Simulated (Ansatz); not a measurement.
## How settings move the G0W0 gap of SnO2 (fluorite)

SnO2 built on the fluorite prototype, relaxed with r2SCAN; one-shot G0W0 in Ansatz without spin-orbit coupling. The calculation is spin-unpolarised, and the structure need not be a phase that has been made.

```cif
data_structure
_symmetry_space_group_name_H-M 'P 1'
_symmetry_Int_Tables_number 1
_cell_length_a 3.5829
_cell_length_b 3.5829
_cell_length_c 3.5829
_cell_angle_alpha 60.000
_cell_angle_beta 60.000
_cell_angle_gamma 60.000
_cell_volume 32.52
loop_
_atom_site_label
_atom_site_type_symbol
_atom_site_fract_x
_atom_site_fract_y
_atom_site_fract_z
_atom_site_occupancy
Sn1 Sn 0.00000 0.00000 0.00000 1
O1 O 0.25000 0.25000 0.25000 1
O2 O 0.75000 0.75000 0.75000 1
```

Gaps are read over the mesh points alone. G0W0 here is at a finite number of bands, screening cutoff and k mesh, not at the basis limit.
```json
{"start": "PBE", "potentials": "PAW", "frequency model": "contour deformation", "mesh": "6×6×6", "empty bands": "73", "screening cutoff (eV)": "100", "Kohn-Sham gap (eV)": "0.31", "G0W0 gap (eV)": "1.09"}
{"start": "PBE", "potentials": "PAW", "frequency model": "contour deformation", "mesh": "6×6×6", "empty bands": "178", "screening cutoff (eV)": "180", "Kohn-Sham gap (eV)": "0.31", "G0W0 gap (eV)": "1.17"}
{"start": "PBE", "potentials": "PAW", "frequency model": "contour deformation", "mesh": "6×6×6", "empty bands": "346", "screening cutoff (eV)": "260", "Kohn-Sham gap (eV)": "0.31", "G0W0 gap (eV)": "1.19"}
{"start": "HSE06", "potentials": "PAW", "frequency model": "contour deformation", "mesh": "6×6×6", "empty bands": "178", "screening cutoff (eV)": "180", "Kohn-Sham gap (eV)": "1.71", "G0W0 gap (eV)": "1.94"}
{"start": "r2SCAN", "potentials": "PAW", "frequency model": "contour deformation", "mesh": "6×6×6", "empty bands": "178", "screening cutoff (eV)": "180", "Kohn-Sham gap (eV)": "0.86", "G0W0 gap (eV)": "1.49"}
{"start": "PBE0", "potentials": "PAW", "frequency model": "contour deformation", "mesh": "6×6×6", "empty bands": "178", "screening cutoff (eV)": "180", "Kohn-Sham gap (eV)": "2.40", "G0W0 gap (eV)": "2.13"}
{"start": "PBE", "potentials": "PAW", "frequency model": "Godby-Needs pole", "mesh": "6×6×6", "empty bands": "178", "screening cutoff (eV)": "180", "Kohn-Sham gap (eV)": "0.31", "G0W0 gap (eV)": "1.17"}
{"start": "PBE", "potentials": "PAW", "frequency model": "contour deformation", "mesh": "8×8×8", "empty bands": "52", "screening cutoff (eV)": "80", "Kohn-Sham gap (eV)": "0.29", "G0W0 gap (eV)": "1.02"}
{"start": "PBE", "potentials": "norm-conserving", "frequency model": "contour deformation", "mesh": "6×6×6", "empty bands": "178", "screening cutoff (eV)": "180", "Kohn-Sham gap (eV)": "0.32", "G0W0 gap (eV)": "1.28"}
```

G0W0 moves the gap on the mesh from 0.31 eV (PBE) to 1.19 eV (k = (1/6, -1/2, -1/3) to Γ). Renormalisation factors Z lie between 0.70 and 0.81.

Raising bands and cutoff together moves the gap by +0.08 eV (100 to 180 eV), then +0.02 eV (180 to 260 eV); the last step is small, which bounds nothing strictly. Starting from HSE06 (1.71 eV against PBE's 0.31 eV) gives 1.94 eV, +0.77 eV from G0W0@PBE at the same screening cutoff. Starting from r2SCAN (0.86 eV against PBE's 0.31 eV) gives 1.49 eV, +0.32 eV from G0W0@PBE at the same screening cutoff. Starting from PBE0 (2.40 eV against PBE's 0.31 eV) gives 2.13 eV, +0.96 eV from G0W0@PBE at the same screening cutoff. The Godby-Needs plasmon pole differs from contour deformation by 0.00 eV. Norm-conserving potentials (wave cutoff 1240 eV against 420 eV) shift the quasiparticle gap by +0.11 eV and the PBE gap by +0.01 eV. r2SCAN runs take a wave cutoff of 500 eV.

Coordinates of k points refer to the reciprocal vectors of the primitive cell of the runs.
